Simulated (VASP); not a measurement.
Write the native input for VASP 6.6.1 that does the following.

```
Task                   : band structure
Functional             : PBE
Potentials or basis    : VASP PAW PBE potentials, release 64 (Ca_sv, O)
Cutoff                 : 700 eV
k mesh                 : 10 × 10 × 10
Occupations            : gaussian, width 0.02 eV
Spin                   : no spin polarisation
Further INCAR settings : ALGO = Normal; EDIFF = 1e-06; NBANDS = 15
```

The structure of CaO lies in POSCAR:

```
CaO                                     
1.0
   -0.0000000000      2.4185863855      2.4185863855
    2.4185863855     -0.0000000000      2.4185863855
    2.4185863855      2.4185863855      0.0000000000
  Ca              O             
     1     1
Direct
     0.0000000000000000    0.0000000000000000    0.0000000000000000
     0.5000000000000000    0.5000000000000000    0.5000000000000000
```

The cell was built by a generator and needn't be a form met in nature.

One way to write it, as run:

INCAR

```
SYSTEM = CaO
PREC = Accurate
ENCUT = 700
EDIFF = 1E-6
ISMEAR = 0
SIGMA = 0.02
LREAL = .FALSE.
LASPH = .TRUE.
NELM = 100
ALGO = Normal
ISIF = 2
LWAVE = .FALSE.
LCHARG = .FALSE.
GGA = PE
NBANDS = 15
```

KPOINTS

```
Automatic mesh
0
G
  10 10 10
  0 0 0
```

KPOINTS_OPT

```
path GXWKGLUWLK,UX
10
line-mode
reciprocal
 0.0000000000  0.0000000000  0.0000000000  G
 0.5000000000  0.0000000000  0.5000000000  X

 0.5000000000  0.0000000000  0.5000000000  X
 0.5000000000  0.2500000000  0.7500000000  W

 0.5000000000  0.2500000000  0.7500000000  W
 0.3750000000  0.3750000000  0.7500000000  K

 0.3750000000  0.3750000000  0.7500000000  K
 0.0000000000  0.0000000000  0.0000000000  G

 0.0000000000  0.0000000000  0.0000000000  G
 0.5000000000  0.5000000000  0.5000000000  L

 0.5000000000  0.5000000000  0.5000000000  L
 0.6250000000  0.2500000000  0.6250000000  U

 0.6250000000  0.2500000000  0.6250000000  U
 0.5000000000  0.2500000000  0.7500000000  W

 0.5000000000  0.2500000000  0.7500000000  W
 0.5000000000  0.5000000000  0.5000000000  L

 0.5000000000  0.5000000000  0.5000000000  L
 0.3750000000  0.3750000000  0.7500000000  K

 0.6250000000  0.2500000000  0.6250000000  U
 0.5000000000  0.0000000000  0.5000000000  X
```

Potentials or basis: VASP PAW PBE potentials, release 64 (Ca_sv, O).

Run with:

```sh
$ cat potpaw_PBE.64/Ca_sv/POTCAR potpaw_PBE.64/O/POTCAR > POTCAR
$ mpirun -np 1 vasp_std > vasp.out
```

It gave:

The pressure is 0.0 GPa, the band gap on the k mesh is 3.64 eV, indirect (least direct gap 4.02 eV) and the band gap along the path is 3.64 eV, indirect (least direct gap 4.02 eV).

It took 72 s on 1 thread of Intel(R) Xeon(R) Platinum 8488C (Sapphire Rapids), on a shared host, peak memory 0.21 GiB.
